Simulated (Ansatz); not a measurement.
A relaxation computed with Ansatz, from input to last step.

```yaml
crystal:
  lattice:
    - [1.7510289175, 1.0109570169, 3.8329063924]
    - [-1.7510289175, 1.0109570169, 3.8329063924]
    - [0.0, -2.0219140338, 3.8329063924]
  atoms:
    - { symbol: O, position: [0.0524518613, 0.0524518613, 0.0524518613], spin: 0.61 }
    - { symbol: O, position: [0.9475481387, 0.9475481387, 0.9475481387], spin: 0.61 }
basis:
  ecutwfc: 420
kpoints:
  mp_grid: { grid: [12, 12, 12] }
hamiltonian:
  xc: pbe
  dispersion: d3bj
scf:
  occupations: { method: gaussian, width: 0.02 }
output:
  forces: true
  stress: true
  eigenvalues: true
  populations: true
magnetization:
  spin_polarized: true
relax:
  adjacent_minimum: "off"
  f_tol: 0.01
  max_steps: 30
  cell: { stress_tol: 0.1, fix: [volume] }
```

```bash
ansatz run input.yaml --threads 1 --pin off --max-ram 2560MiB --backend cpu --events-out ev --progress --plain --runs-dir out
```

Method: DFT PBE+D3(BJ), scalar-relativistic, plane waves, PAW in Ansatz 0.2.0.

The volume is held at 0.97 times that of the relaxed cell.

Of 4 frames 4 are shown, positions in Å and forces in eV/Å; the SCF threshold varies from step to step. Steps run on the plane waves of an earlier cell, with a Pulay correction in the pressure. The basis is chosen afresh for the last frame, the zero of the energies, and at times for earlier ones too; energy and pressure step there, also at an unchanged geometry.

```xyz
2
Lattice="1.7510 1.0110 3.8329 -1.7510 1.0110 3.8329 0.0000 -2.0219 3.8329" Properties=species:S:1:pos:R:3:forces:R:3 pbc="T T T" step=1 free_energy_over_end_meV_per_atom=2.62 pressure_GPa=1.50
O     0.0000    0.0000    0.6031    0.0000    0.0000    0.8889
O     0.0000    0.0000   10.8956    0.0000    0.0000   -0.8889
2
Lattice="1.7488 1.0097 3.8428 -1.7488 1.0097 3.8428 0.0000 -2.0193 3.8428" Properties=species:S:1:pos:R:3:forces:R:3 pbc="T T T" step=2 free_energy_over_end_meV_per_atom=0.11 pressure_GPa=0.50
O     0.0000    0.0000    0.6075    0.0000    0.0000    0.2520
O     0.0000    0.0000   10.9208    0.0000    0.0000   -0.2520
2
Lattice="1.7463 1.0082 3.8539 -1.7463 1.0082 3.8539 0.0000 -2.0164 3.8539" Properties=species:S:1:pos:R:3:forces:R:3 pbc="T T T" step=3 free_energy_over_end_meV_per_atom=-0.16 pressure_GPa=0.11
O     0.0000    0.0000    0.6093    0.0000    0.0000    0.0016
O     0.0000    0.0000   10.9524    0.0000    0.0000   -0.0016
2
Lattice="1.7463 1.0082 3.8539 -1.7463 1.0082 3.8539 0.0000 -2.0164 3.8539" Properties=species:S:1:pos:R:3:forces:R:3 pbc="T T T" step=4 free_energy_over_end_meV_per_atom=0.00 pressure_GPa=0.10
O     0.0000    0.0000    0.6093    0.0000    0.0000    0.0011
O     0.0000    0.0000   10.9524    0.0000    0.0000   -0.0011
```

The run took 66 s on 1 thread of Arm Neoverse N1, with other jobs on the host, peak memory 0.42 GiB.